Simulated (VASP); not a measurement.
Crystal: CdS (Hawleyite).

```
CELL_PARAMETERS angstrom
0.00000 2.91650 2.91650
2.91650 0.00000 2.91650
2.91650 2.91650 0.00000
ATOMIC_POSITIONS crystal
Cd 0.00000 0.00000 0.00000
S 0.25000 0.25000 0.25000
```

| Quantity | Value |
| --- | --- |
| Program | VASP 6.6.1 |
| Task | relaxation of cell and atoms |
| Functional | PBE |
| Potentials or basis | VASP PAW PBE potentials, release 64 (Cd, S) |
| Cutoff | 600 eV |
| k mesh | 8 × 8 × 8 |
| Occupations | gaussian, width 0.03 eV |
| Spin | no spin polarisation |

At the start: pressure 3.2 GPa; volume 24.81 Å³/atom.

Problem. Where does the relaxation end?

Solution. Over 3 steps the energy falls by 12.6 meV/atom and the volume is 26.15 Å³/atom (+5.4 %); space group F-43m (No. 216, to 0.05 Å).

Step by step:
| step | energy change (eV) | largest force (eV/Å) | pressure (GPa) | volume (Å³) |
| --- | --- | --- | --- | --- |
| 1 | 0.0000 | 0.0000 | 3.18 | 49.62 |
| 2 | -0.0226 | 0.0000 | -0.91 | 53.23 |
| 3 | -0.0253 | 0.0000 | 0.03 | 52.29 |

Final structure:
```yaml
crystal:
  lattice:
    - [0.00000, 2.96802, 2.96802]
    - [2.96802, 0.00000, 2.96802]
    - [2.96802, 2.96802, 0.00000]
  atoms:
    - { symbol: Cd, position: [0.00000, 0.00000, 0.00000] }
    - { symbol: S, position: [0.25000, 0.25000, 0.25000] }
```
